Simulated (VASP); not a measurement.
Consider the following.

```
BeO
1.0
    2.71220     0.00000     0.00000
   -1.35610     2.34884     0.00000
    0.00000     0.00000     4.41056
Be O
2 2
Direct
  0.33333   0.66667   0.99881
  0.66667   0.33333   0.49881
  0.33333   0.66667   0.37619
  0.66667   0.33333   0.87619
```

Level of theory: PBE GGA, VASP's PBE PAW potentials (set 64) (plane waves; VASP). Run with 520 eV cut-off, Gaussian smearing of 0.050 eV, potentials Be O.

Q: Estimate the band gap (along the path) with the smallest direct gap where there is one.

A: 
The band gap (along the path) is 7.44 eV and the smallest direct gap (along the path) is 7.44 eV.

Only differences to runs with the same potentials and settings are physical.

The structure was generated: BeO was put into the wurtzite type (P6_3mc), which need not be its known phase. It was relaxed first, which changed the volume by +7 %.
